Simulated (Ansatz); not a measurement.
# The polar optical mode of NaCl at 30 GPa, worked through

Computed with DFT PBEsol, scalar-relativistic, plane waves, PAW in Ansatz 0.2.0. Settings: 420 eV plane-wave cutoff, Γ-centred 8×8×8 mesh, fixed occupations. No spin polarisation. Phonons by linear response, acoustic sum rule imposed.

The cell, relaxed at 30 GPa:
```cif
data_structure
_symmetry_space_group_name_H-M 'P 1'
_symmetry_Int_Tables_number 1
_cell_length_a 3.4374
_cell_length_b 3.4374
_cell_length_c 3.4374
_cell_angle_alpha 60.000
_cell_angle_beta 60.000
_cell_angle_gamma 60.000
_cell_volume 28.72
loop_
_atom_site_label
_atom_site_type_symbol
_atom_site_fract_x
_atom_site_fract_y
_atom_site_fract_z
_atom_site_occupancy
Na1 Na 0.00000 0.00000 0.00000 1
Cl1 Cl 0.50000 0.50000 0.50000 1
```

The real crystal has changed phase below this pressure.

Linear response gives ν_TO = 377.6 cm⁻¹, Born charges ±0.934 e (positive on Na) and ε∞ = 3.013. The primitive cell holds 28.721 Å³, and the masses are 22.990 and 35.450 amu.

Question: Find ν_LO and the static dielectric constant.

Answer: The long-wave field adds a restoring force: ω_LO² − ω_TO² = Z*²e²/(ε_vac ε∞ μV). In these units ν_LO² − ν_TO² = 4.92064×10⁷ Z*²/(μ V ε∞) cm⁻², with μ = m₁m₂/(m₁ + m₂) = 13.946 amu: 35564 cm⁻². So ν_LO = √(377.6² + 35564) = 422.1 cm⁻¹, and the run gives 422.1. Lyddane–Sachs–Teller then gives ε0 = ε∞ (ν_LO/ν_TO)² = 3.76, against 3.76 in the run (it forms both from the same three quantities, so the match checks the arithmetic only). Between ν_TO and ν_LO the dielectric function is negative and an undamped crystal reflects fully: a reststrahlen band from 23.7 to 26.5 μm.

Question: What do the Clausius–Mossotti polarisability and the Szigeti charge come to?

Answer: With the Lorentz local field, α = (3V/4π)(ε∞ − 1)/(ε∞ + 2) = 2.75 Å³ for the pair, and e_S = 3Z*/(ε∞ + 2) = 0.56 e. The Born charge includes the electrons' response to the dipole's own local field, and e_S takes that enhancement out. The Lorentz field assumes point-like polarisable ions, a fair picture at this small ε∞.

Question: How strongly does a slow electron couple to the LO mode?

Answer: For one isotropic parabolic band, Fröhlich's constant is α_F = (1/ε∞ − 1/ε0) √(m* Ry/ħω_LO), with Ry = 13.606 eV, ħω_LO = 52.3 meV and m* in free-electron masses: α_F = 0.0663 × 16.12 × √m* = 1.07 √m*. The band mass isn't part of this run; for m* = 0.1, 0.3 and 1 it gives 0.34, 0.59, 1.07. In weak coupling the polaron lies α_F ħω_LO below the band edge (31 meV at m* = 0.3) with a mass m*(1 + α_F/6); past α_F of about 5 or 6 that expansion fails. A semilocal functional's ε∞ tends to be too large, which taken alone lowers α_F.

Cost: 1 run of about 0.25 core-minutes, on Arm Neoverse N1 (shared hosts).